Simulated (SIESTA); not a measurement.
## ZnS (Wurtzite-4H): relaxation of cell and atoms with WC

ZnS (Wurtzite-4H):

```
Zn S
1.0
     3.82270    0.00000    0.00000
    -1.91135    3.31056    0.00000
     0.00000    0.00000   12.52000
Zn S
4 4
Direct
  0.66667 0.33333 0.75000
  0.33333 0.66667 0.25000
  0.00000 0.00000 0.50000
  0.00000 0.00000 0.00000
  0.66667 0.33333 0.93750
  0.33333 0.66667 0.43750
  0.00000 0.00000 0.68750
  0.00000 0.00000 0.18750
```

```yaml
Program: SIESTA 5.4.2
Task: relaxation of cell and atoms
Functional: WC
Potentials_or_basis: PseudoDojo 0.4 standard (PBEsol files)
Basis: DZP (energy shift 0.002 Ry)
Grid_cutoff: 800 Ry
Energy_shift: 0.002 Ry
k_mesh: 6 × 6 × 2
Occupations: fermi-dirac, width 0.05 eV
Spin: no spin polarisation
optimiser: CG
force_tolerance: 0.04 eV/Å
```

```yaml
Relaxed_volume: 19.76 Å³/atom
Relaxed_cell: a = 3.823 Å, b = 3.823 Å, c = 12.490 Å, α = 90.00°, β = 90.00°, γ = 120.00°
Space_group_after_relaxing_to_0.05_Å: P6_3mc (No. 186)
Energy_gained_by_relaxing: 0.1 meV/atom
Ionic_steps: 4
Pressure_after_relaxing: 0.0 GPa
Largest_force_after_relaxing: 0.010 eV/Å
Band_gap_on_the_k_mesh: 2.60 eV, direct
```

Forces on the atoms (eV/Å):
```
Zn   0.000  0.000  0.005
Zn   0.000  0.000  0.005
Zn   0.000  0.000  0.010
Zn   0.000  0.000  0.010
S    0.000  0.000 -0.003
S    0.000  0.000 -0.003
S    0.000  0.000 -0.006
S    0.000  0.000 -0.006
```

Stress tensor (GPa, compression positive):
```
 0.08  0.00  0.00
 0.00  0.08  0.00
 0.00  0.00 -0.05
```

The path:
| step | energy change (eV) | largest force (eV/Å) | pressure (GPa) | volume (Å³) |
| --- | --- | --- | --- | --- |
| 1 | 0.0000 | 0.0281 | -0.12 | 158.44 |
| 2 | 0.0428 | 0.5857 | 1.27 | 155.75 |
| 3 | -0.0004 | 0.0170 | -0.02 | 158.23 |
| 4 | -0.0005 | 0.0097 | 0.04 | 158.10 |

Final structure:
```
Zn S
1.0
     3.82305    0.00003    0.00000
    -1.91150    3.31087    0.00000
     0.00000    0.00000   12.49037
Zn S
4 4
Direct
  0.66666 0.33333 0.74994
  0.33334 0.66666 0.24994
  0.00000 0.00000 0.49978
  0.00000 0.00000 0.99978
  0.66666 0.33333 0.93777
  0.33334 0.66666 0.43777
  0.00000 0.00000 0.68744
  0.00000 0.00000 0.18743
```

Levels at points of the mesh, in eV from the valence-band top:
```
           k point  band 49  band 50  band 51  band 52  band 53  band 54  band 55  band 56
(0.00, 0.00, 0.00)    -0.44    -0.02     0.00     0.00     2.60     3.58     3.79     4.10
(0.50, 0.00, 0.00)    -1.54    -1.50    -1.06    -0.84     3.58     3.59     4.09     4.63
(0.00, 0.50, 0.00)    -1.54    -1.50    -1.06    -0.84     3.58     3.59     4.09     4.63
(0.50, 0.50, 0.00)    -1.54    -1.50    -1.06    -0.84     3.58     3.59     4.09     4.63
(0.00, 0.00, 0.50)    -0.14    -0.14    -0.14    -0.14     3.46     3.46     3.72     3.72
(0.50, 0.00, 0.50)    -1.46    -1.46    -1.06    -1.06     3.93     3.93     4.39     4.39
(0.00, 0.50, 0.50)    -1.46    -1.46    -1.06    -1.06     3.93     3.93     4.39     4.39
(0.50, 0.50, 0.50)    -1.46    -1.46    -1.06    -1.06     3.93     3.93     4.39     4.39
```

Wall time 3.3 min on 1 thread of Arm Neoverse V2, with other jobs on the host, peak memory 0.49 GiB.

Caveat: semicore shells carry a single zeta, which can move pressures by several GPa and volumes by a few percent; the valence orbitals were made in a potential fitted to the semicore shell under them, which widens gaps by tenths of an eV or more; the potentials were made for another functional, which shifts forces and pressure; the basis of atomic orbitals isn't converged, which shifts pressures, moduli and gaps.
